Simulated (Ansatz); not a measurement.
# ScAl2: the cost of one run

Program: Ansatz 0.2.0. Level of theory: DFT PBE, scalar-relativistic, plane waves, PAW. These are calculated values, not measurements.

### 1 The system as given

Symmetry: P-6m2, No. 187, hexagonal system. Conventional cell: a = 2.892 Å, b = 2.892 Å, c = 13.717 Å, α = 90.00°, β = 90.00°, γ = 120.00°. Around Sc (site symmetry 3m) lie 6 Al at 2.83 Å and 6 Sc at 2.89 Å. Around Al (site symmetry 3m) lie 3 Sc at 2.83 Å and 9 Al at 2.83 to 2.89 Å. Al (site symmetry -6m2) has 6 Sc at 2.83 Å and 6 Al at 2.89 Å as nearest neighbours. Al (site symmetry -6m2) has 12 Al at 2.83 to 2.89 Å as nearest neighbours.

Structure file:

```cif
data_structure
_symmetry_space_group_name_H-M 'P-6m2'
_symmetry_Int_Tables_number 187
_cell_length_a 2.8925
_cell_length_b 2.8925
_cell_length_c 13.7174
_cell_angle_alpha 90.000
_cell_angle_beta 90.000
_cell_angle_gamma 120.000
_cell_volume 99.39
loop_
_atom_site_label
_atom_site_type_symbol
_atom_site_symmetry_multiplicity
_atom_site_Wyckoff_symbol
_atom_site_fract_x
_atom_site_fract_y
_atom_site_fract_z
_atom_site_occupancy
Sc1 Sc 2 i 0.66667 0.33333 0.83333 1
Al1 Al 2 h 0.33333 0.66667 0.66667 1
Al2 Al 1 c 0.33333 0.66667 0.00000 1
Al3 Al 1 f 0.66667 0.33333 0.50000 1
```

The start is an ordering of an alloy on its end members' structure types: elements ordered on the sites of the Ti type, Al/Sc on Ti (P-6m2, No. 187).

### 2 The guess as it stands, on a coarse mesh

input.yaml reads:

```yaml
crystal:
  lattice:
    - [2.89246825, 0.0, 0.0]
    - [-1.44623413, 2.50495099, 0.0]
    - [0.0, 0.0, 13.7173929]
  atoms:
    - { symbol: Sc, position: [0.66666667, 0.33333333, 0.83333333] }
    - { symbol: Sc, position: [0.66666667, 0.33333333, 0.16666667] }
    - { symbol: Al, position: [0.33333333, 0.66666667, 0.66666667] }
    - { symbol: Al, position: [0.33333333, 0.66666667, 0.0] }
    - { symbol: Al, position: [0.33333333, 0.66666667, 0.33333333] }
    - { symbol: Al, position: [0.66666667, 0.33333333, 0.5] }
basis:
  ecutwfc: 420
kpoints:
  mp_grid: { grid: [6, 6, 2] }
hamiltonian:
  xc: pbe
scf:
  occupations: { method: gaussian, width: 0.1 }
  lower_state_search: "off"
output:
  forces: true
  stress: true
  eigenvalues: true
```

Launch:

```sh
ansatz run input.yaml --threads 1 --pin off --max-ram 2560MiB --backend cpu --events-out ev --progress --plain --runs-dir out
```

Q: Estimate wall time and peak memory on 1 thread of Intel Xeon 6975P-C (Granite Rapids), shared host.

About 1.8 s, with a peak of 0.38 GiB.
